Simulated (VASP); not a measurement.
A run of VASP 6.6.1 is set up as follows.

Contents of INCAR:

```
PREC = Accurate
ENCUT = 600
EDIFF = 1E-6
ISMEAR = -1
SIGMA = 0.05
LREAL = False
LASPH = True
NELM = 60
ALGO = Fast
ISIF = 3
LWAVE = False
LCHARG = False
IBRION = 2
NSW = 60
EDIFFG = -0.01
PSTRESS = 0
```

File KPOINTS:

```
Automatic mesh
0
Gamma
  16 16 16
```

POSCAR

```
BN
1.0
    0.0000000000      1.8075000000      1.8075000000
    1.8075000000      0.0000000000      1.8075000000
    1.8075000000      1.8075000000      0.0000000000
B N
1 1
Direct
    0.0000000000      0.0000000000      0.0000000000
    0.2500000000      0.2500000000      0.2500000000
```

Potentials or basis: VASP PAW LDA potentials, release 64 (B, N).

Run with:

```console
$ cat potpaw_LDA.64/B/POTCAR potpaw_LDA.64/N/POTCAR > POTCAR
$ mpirun -np 1 vasp_std > vasp.out
```

**Question.** Estimate the relaxed cell.

**Answer.** a = 2.533 Å, b = 2.533 Å, c = 2.533 Å, α = 60.00°, β = 60.00°, γ = 60.00°.

**Question.** Predict the band gap on the k mesh.

**Answer.** 4.38 eV, indirect (least direct gap 8.81 eV).

Step by step:
```csv
step,energy change (eV),largest force (eV/Å),pressure (GPa),volume (Å³)
1,0.0000,0.0000,-10.34,11.81
2,0.0017,0.0000,12.11,11.17
3,-0.0104,0.0000,-0.06,11.50
```

A k mesh can miss the band edges. LDA gaps usually lie below the measured ones, often by a third to a half.
